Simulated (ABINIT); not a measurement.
Crystal: HfO2.

```xyz
3
Lattice="0.0000 2.5575 2.5575 2.5575 0.0000 2.5575 2.5575 2.5575 0.0000" Properties=species:S:1:pos:R:3 pbc="T T T"
Hf    0.0000    0.0000    0.0000
O     3.8363    3.8363    3.8363
O     1.2788    1.2788    1.2788
```

Measurements of this composition are mostly on another form, of space group No. 14.

Base run:

- Program: ABINIT 10.8.3 (patched build)
- Functional: LDA
- Potentials or basis: PseudoDojo NC SR LDA v0.4.1 standard
- Cutoff: 952 eV
- k mesh: 7 × 7 × 7
- Occupations: fermi-dirac, width 0.05 eV
- Spin: no spin polarisation

Its results: band gap on the k mesh 3.74 eV, indirect (least direct gap 3.92 eV).

Q: The run is repeated on the same cell with these changes: functional from LDA to PBE; potentials or basis from PseudoDojo NC SR LDA v0.4.1 standard to PseudoDojo NC SR PBE v0.4.1 standard. What comes out?

A: Band gap on the k mesh 3.95 eV, indirect (least direct gap 4.11 eV).

Caveats: spin-orbit coupling is left out, which moves the levels of the heavy elements; an odd mesh through Γ misses points on the zone boundary, where band edges often lie.
